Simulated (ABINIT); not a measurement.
# TiO2 (P4_2/mnm) in ABINIT: phonons with PBE

Aim: the phonons of TiO2 with PBE.

All numbers are computed with ABINIT 10.8.3 (patched build); they aren't measurements. Logs are shortened: lines on timing, memory, paths and dates and some standing lists are left out, and cuts for length are marked. The log counts tension as positive stress, the text compression.

### Step 1. The undisturbed crystal

Symmetry: P4_2/mnm, No. 136, tetragonal system. Conventional cell: a = 4.600 Å, b = 4.600 Å, c = 2.959 Å, α = 90.00°, β = 90.00°, γ = 90.00°. Ti (site symmetry mmm) has 6 O at 1.95 to 1.98 Å as nearest neighbours. O (site symmetry m2m) has 3 Ti at 1.95 to 1.98 Å as nearest neighbours.

The cell is a database's computed one.

### Step 2. Phonons, PBE (cell relaxed at zero pressure by an earlier run)

The input, run.abi:

```
# Datasets
ndtset 3

# Pseudopotentials
pp_dirpath "./"
pseudos "Ti.upf, O.upf"

# Structure
acell 4.63845483 4.63845483 2.96302782 Angstrom
rprim
     1.0000000000     0.0000000000     0.0000000000
     0.0000000000     1.0000000000     0.0000000000
     0.0000000000     0.0000000000     1.0000000000
ntypat 2
znucl 22 8
natom 6
typat 1 1 2 2 2 2
chkprim 0
chksymtnons 0
tolsym 1.0e-6
xred
            0.0            0.0            1/2
            1/2            1/2            0.0
   0.3051574500   0.3051574500            1/2
   0.1948425500   0.8051574500            0.0
   0.8051574500   0.1948425500            0.0
   0.6948425500   0.6948425500            1/2

# Plane-wave basis
ecut 42.0
ecutsm 0.5

# k points
ngkpt 4 4 6
nshiftk 1
shiftk 0.5 0.5 0.5

# Exchange and correlation
ixc 11

# Bands and occupations
nband 24
occopt 1

# SCF cycle
nstep 80
diemac 6.0

# Output
prteig 0
prtebands 0
prtwf 0
prtden 0
prtpot 0

# Dataset 1: ground state
kptopt1 1
tolvrs1 1.0e-15
prtwf1 1

# Dataset 2: derivatives of the wave functions by k
iscf2 -3
rfelfd2 2
rfdir2 1 1 1
getwfk2 1
kptopt2 2
nqpt2 1
qpt2 0.0 0.0 0.0
tolwfr2 1.0e-18
prtwf2 1

# Dataset 3: response at q = 0 to electric field, atomic displacements
rfelfd3 3
rfphon3 1
rfatpol3 1 6
rfdir3 1 1 1
getwfk3 1
getddk3 2
kptopt3 2
nqpt3 1
qpt3 0.0 0.0 0.0
tolvrs3 1.0e-8
```

The input, mrgddb.in:

```
merged_DDB
TiO2
2
runo_DS1_DDB
runo_DS3_DDB
```

The input, anaddb.abi:

```
ddb_filepath "merged_DDB"
output_file "anaddb.abo"
outdata_prefix "ana"
asr 1
chneut 1
dipdip 1
dieflag 1
enunit 0
nfreq 1
frmin 0.0
frmax 0.0
eivec 0
nph1l 1
qph1l 0.0 0.0 0.0 1.0
nph2l 3
qph2l
  1.0 0.0 0.0 0.0
  0.0 1.0 0.0 0.0
  0.0 0.0 1.0 0.0
```

Potentials or basis: PseudoDojo NC SR PBE v0.4.1 standard.

Launch:

```
$ mpirun --bind-to none -np 4 abinit run.abi > log 2>&1
$ mrgddb < mrgddb.in > mrgddb.log 2>&1
$ anaddb anaddb.abi > anaddb.log 2>&1
```

run.abo:

```text
.Version 10.8.3 of ABINIT
 DATASET    1 : space group P4_2/m n m (#136); Bravais tP (primitive tetrag.)
================================================================================
 Values of the parameters that define the memory need for DATASET  1.
     intxc =       0    ionmov =       0      iscf =       7    lmnmax =       6
     lnmax =       6     mgfft =      54  mpssoang =       3    mqgrid =    3001
     natom =       6  nloc_mem =       1    nspden =       1   nspinor =       1
    nsppol =       1      nsym =      16    n1xccc =    2501    ntypat =       2
    occopt =       1   xclevel =       2
       mpw =        5606          nfft =      104976          nkpt =           9
================================================================================
================================================================================

 DATASET    2 : space group P4_2/m n m (#136); Bravais tP (primitive tetrag.)
================================================================================
 Values of the parameters that define the memory need for DATASET  2 (RF).
     intxc =       0      iscf =      -3    lmnmax =       6     lnmax =       6
     mgfft =      54  mpssoang =       3    mqgrid =    3001     natom =       6
  nloc_mem =       1    nspden =       1   nspinor =       1    nsppol =       1
      nsym =      16    n1xccc =    2501    ntypat =       2    occopt =       1
   xclevel =       2
      nfft =      104976          nkpt =          48
================================================================================
================================================================================

 DATASET    3 : space group P4_2/m n m (#136); Bravais tP (primitive tetrag.)
================================================================================
 Values of the parameters that define the memory need for DATASET  3 (RF).
     intxc =       0      iscf =       7    lmnmax =       6     lnmax =       6
     mgfft =      54  mpssoang =       3    mqgrid =    3001     natom =       6
  nloc_mem =       1    nspden =       1   nspinor =       1    nsppol =       1
      nsym =      16    n1xccc =    2501    ntypat =       2    occopt =       1
   xclevel =       2
      nfft =      104976          nkpt =          48
================================================================================
================================================================================

--------------------------------------------------------------------------------
------------- Echo of variables that govern the present computation ------------
--------------------------------------------------------------------------------
 -outvars: echo values of preprocessed input variables --------
            acell      8.7654092761E+00  8.7654092761E+00  5.5993110832E+00 Bohr
              amu      4.78800000E+01  1.59994000E+01
          chkprim           0
      chksymtnons           0
           diemac      6.00000000E+00
             ecut      4.20000000E+01 Hartree
           ecutsm      5.00000000E-01 Hartree
           getddk1          0
           getddk2          0
           getddk3          2
           getwfk1          0
           getwfk2          1
           getwfk3          1
             iscf1          7
             iscf2         -3
             iscf3          7
              ixc          11
           jdtset        1    2    3
           kptopt1          1
           kptopt2          2
           kptopt3          2
         kptrlatt        4    0    0      0    4    0      0    0    6
          kptrlen      3.35958665E+01
            natom           6
            nband1         24
            nband2         24
            nband3         24
           ndtset           3
            ngfft          54      54      36
             nkpt1          9
             nkpt2         48
             nkpt3         48
             nqpt1          0
             nqpt2          1
             nqpt3          1
            nstep          80
             nsym          16
           ntypat           2
        optdriver1          0
        optdriver2          1
        optdriver3          1
           prtden           0
        prtebands           0
           prteig           0
            prtwf1          1
            prtwf2          1
            prtwf3          0
[... 976 lines left out ...]

 ---- first-order wavefunction calculations are completed ----

 ==> Compute Derivative Database <==
 The violation of the charge neutrality conditions
 by the effective charges is as follows :
    atom        electric field
 displacement     direction
       1               1       -0.014926        0.000000
       1               2        0.000000        0.000000
       1               3        0.000000        0.000000
       2               1        0.000000        0.000000
       2               2       -0.014926        0.000000
       2               3        0.000000        0.000000
       3               1        0.000000        0.000000
       3               2        0.000000        0.000000
       3               3        0.023553        0.000000

 Effective charge tensors after
 imposition of the charge neutrality (if requested by user),
 and eventual restriction to some part :
   atom    displacement
         1         1    6.201697E+00    1.000074E+00    0.000000E+00
         1         2    1.000074E+00    6.201697E+00    0.000000E+00
         1         3    0.000000E+00    0.000000E+00    7.687720E+00
         2         1    6.201697E+00   -1.000074E+00    0.000000E+00
         2         2   -1.000074E+00    6.201697E+00    0.000000E+00
         2         3    0.000000E+00    0.000000E+00    7.687720E+00
[... 10 lines left out ...]
         6         2   -1.766844E+00   -3.100849E+00    0.000000E+00
         6         3    0.000000E+00    0.000000E+00   -3.843860E+00
 Now, the imaginary part of the dynamical matrix is zeroed

  Dynamical matrix, in cartesian coordinates,
   if specified in the inputs, asr has been imposed
     j1       j2             matrix element
  dir pert dir pert     real part    imaginary part

   1    1   1    1         0.1516266675         0.0000000000
   1    1   2    1        -0.0553249217         0.0000000000
   1    1   1    2        -0.1431222796         0.0000000000
   1    1   1    3         0.0159298268         0.0000000000
   1    1   2    3         0.0132114748         0.0000000000
   1    1   1    4        -0.0201820208         0.0000000000
   1    1   2    4         0.0144509861         0.0000000000
   1    1   1    5        -0.0201820208         0.0000000000
   1    1   2    5         0.0144509861         0.0000000000
   1    1   1    6         0.0159298268         0.0000000000
   1    1   2    6         0.0132114748         0.0000000000
[... 176 lines left out ...]
   3    6   3    1         0.0000249413         0.0000000000
   3    6   3    2         0.0036418138         0.0000000000
   3    6   3    3        -0.0376508382         0.0000000000
   3    6   3    4        -0.0203415764         0.0000000000
   3    6   3    5        -0.0203415764         0.0000000000
   3    6   3    6         0.0746672360         0.0000000000

  Dielectric tensor, in cartesian coordinates,
     j1       j2             matrix element
  dir pert dir pert     real part    imaginary part

   1    8   1    8         7.2705301437        -0.0000000000

   2    8   2    8         7.2705301437        -0.0000000000

   3    8   3    8         8.7096612181        -0.0000000000

  Effective charges, in cartesian coordinates,
  (from electric field response)
   if specified in the inputs, charge neutrality has been imposed
     j1       j2             matrix element
  dir pert dir pert     real part    imaginary part

   1    1   1    8         6.2016972528         0.0000000000
   2    1   1    8         1.0000739425         0.0000000000
   1    2   1    8         6.2016972528         0.0000000000
   2    2   1    8        -1.0000739425         0.0000000000
   1    3   1    8        -3.1008486263         0.0000000000
   2    3   1    8        -1.7668437337         0.0000000000
   1    4   1    8        -3.1008486263         0.0000000000
   2    4   1    8         1.7668437337         0.0000000000
   1    5   1    8        -3.1008486263         0.0000000000
   2    5   1    8         1.7668437337         0.0000000000
   1    6   1    8        -3.1008486263         0.0000000000
   2    6   1    8        -1.7668437337         0.0000000000
[... 14 lines left out ...]
   3    1   3    8         7.6877195750         0.0000000000
   3    2   3    8         7.6877195750         0.0000000000
   3    3   3    8        -3.8438597877         0.0000000000
   3    4   3    8        -3.8438597877         0.0000000000
   3    5   3    8        -3.8438597877         0.0000000000
   3    6   3    8        -3.8438597877         0.0000000000

  Effective charges, in cartesian coordinates,
  (from phonon response)
   if specified in the inputs, charge neutrality has been imposed
     j1       j2             matrix element
  dir pert dir pert     real part    imaginary part

   1    8   1    1         6.2016964150         0.0000000000
   2    8   1    1         1.0000739425         0.0000000000
[... 41 lines left out ...]
   1    8   2    6        -1.7668437337         0.0000000000
   2    8   2    6        -3.1008482074         0.0000000000

   3    8   3    6        -3.8438502722         0.0000000000

  Phonon wavevector (reduced coordinates) :  0.00000  0.00000  0.00000
 Phonon energies in Hartree :
  -4.579989E-04 -2.558351E-04 -2.558351E-04 -9.364793E-05  0.000000E+00
   0.000000E+00  2.174436E-08  6.860959E-04  1.621516E-03  1.621516E-03
   1.633392E-03  1.910506E-03  1.962424E-03  1.962424E-03  2.145228E-03
   2.145228E-03  2.593505E-03  3.524656E-03
 Phonon frequencies in cm-1    :
  -1.005191E+02 -5.614932E+01 -5.614932E+01 -2.055335E+01  0.000000E+00
   0.000000E+00  4.772336E-03  1.505807E+02  3.558816E+02  3.558816E+02
   3.584882E+02  4.193077E+02  4.307024E+02  4.307024E+02  4.708231E+02
   4.708231E+02  5.692086E+02  7.735727E+02
[... 27 lines left out ...]
  Phonon at Gamma, with non-analyticity in the
  direction (cartesian coordinates)  0.00000  0.00000  1.00000
 Phonon energies in Hartree :
  -2.558351E-04 -2.558351E-04 -9.364793E-05  0.000000E+00  0.000000E+00
   0.000000E+00  6.860959E-04  1.621516E-03  1.621516E-03  1.633392E-03
   1.910506E-03  1.962424E-03  1.962424E-03  2.145228E-03  2.145228E-03
   2.593505E-03  3.335908E-03  3.524656E-03
 Phonon frequencies in cm-1    :
  -5.614932E+01 -5.614932E+01 -2.055335E+01  0.000000E+00  0.000000E+00
   0.000000E+00  1.505807E+02  3.558816E+02  3.558816E+02  3.584882E+02
   4.193077E+02  4.307024E+02  4.307024E+02  4.708231E+02  4.708231E+02
   5.692086E+02  7.321473E+02  7.735727E+02

== END DATASET(S) ==============================================================
================================================================================

 -outvars: echo values of variables after computation  --------
            acell      8.7654092761E+00  8.7654092761E+00  5.5993110832E+00 Bohr
           etotal1    -1.8521126863E+02
           etotal2    -5.7935481420E+01
           etotal3    -3.3234946037E+02
            fcart1    -0.0000000000E+00 -5.6468863150E-22 -0.0000000000E+00
                      -0.0000000000E+00 -5.6468863150E-22 -0.0000000000E+00
                      -1.6884187355E-05 -1.6884187355E-05 -0.0000000000E+00
                       1.6884187355E-05 -1.6884187355E-05 -0.0000000000E+00
                      -1.6884187355E-05  1.6884187355E-05 -0.0000000000E+00
                       1.6884187355E-05  1.6884187355E-05 -0.0000000000E+00
            fcart3     0.0000000000E+00  0.0000000000E+00  0.0000000000E+00
                       0.0000000000E+00  0.0000000000E+00  0.0000000000E+00
                       0.0000000000E+00  0.0000000000E+00  0.0000000000E+00
                       0.0000000000E+00  0.0000000000E+00  0.0000000000E+00
                       0.0000000000E+00  0.0000000000E+00  0.0000000000E+00
                       0.0000000000E+00  0.0000000000E+00  0.0000000000E+00
           strten1    -3.3791118372E-07 -3.3791118372E-07  1.0565845146E-06
                       0.0000000000E+00  0.0000000000E+00  0.0000000000E+00
           strten3     0.0000000000E+00  0.0000000000E+00  0.0000000000E+00
                       0.0000000000E+00  0.0000000000E+00  0.0000000000E+00
           xangst      0.0000000000E+00  0.0000000000E+00  1.4815139100E+00
                       2.3192274150E+00  2.3192274150E+00  0.0000000000E+00
                       1.4154590479E+00  1.4154590479E+00  1.4815139100E+00
                       9.0376836714E-01  3.7346864629E+00  0.0000000000E+00
                       3.7346864629E+00  9.0376836714E-01  0.0000000000E+00
                       3.2229957821E+00  3.2229957821E+00  1.4815139100E+00
             xred      0.0000000000E+00  0.0000000000E+00  5.0000000000E-01
                       5.0000000000E-01  5.0000000000E-01  0.0000000000E+00
                       3.0515745000E-01  3.0515745000E-01  5.0000000000E-01
                       1.9484255000E-01  8.0515745000E-01  0.0000000000E+00
                       8.0515745000E-01  1.9484255000E-01  0.0000000000E+00
                       6.9484255000E-01  6.9484255000E-01  5.0000000000E-01
 Calculation completed.
```

Run time: 18 min. Hardware: 4 MPI ranks of Arm Neoverse V1, shared host; peak memory 0.68 GiB.

Results:

| Quantity | Value |
| --- | --- |
| Free energy | -5039.8554 eV |
| Pressure | 0.0 GPa |
| Electronic dielectric tensor (diagonal) | 7.27, 7.27, 8.71 |
| Born charges (mean of the diagonal) | Ti +6.70; O -3.35 e |
| Highest phonon frequency at Γ, LO-TO splitting left out | 774 cm⁻¹ |
| Most unstable mode | 101i cm⁻¹ |

Phonon frequencies in cm⁻¹ (negative: imaginary):
```tsv
q point	frequencies
(0.000, 0.000, 0.000)	-101 -56 -56 -21 0 0 0 151 356 356 358 419 431 431 471 471 569 774
```

Electronic dielectric tensor:
```
7.27 0.00 0.00
0.00 7.27 0.00
0.00 0.00 8.71
```

Born effective charge tensors (e):
atom 1, Ti
```
6.20 1.00 0.00
1.00 6.20 0.00
0.00 0.00 7.69
```
atom 2, Ti
```
 6.20 -1.00  0.00
-1.00  6.20  0.00
 0.00  0.00  7.69
```
atom 3, O
```
-3.10 -1.77  0.00
-1.77 -3.10  0.00
 0.00  0.00 -3.84
```
atom 4, O
```
-3.10  1.77  0.00
 1.77 -3.10  0.00
 0.00  0.00 -3.84
```
atom 5, O
```
-3.10  1.77  0.00
 1.77 -3.10  0.00
 0.00  0.00 -3.84
```
atom 6, O
```
-3.10 -1.77  0.00
-1.77 -3.10  0.00
 0.00  0.00 -3.84
```

Caveat: some modes are imaginary.
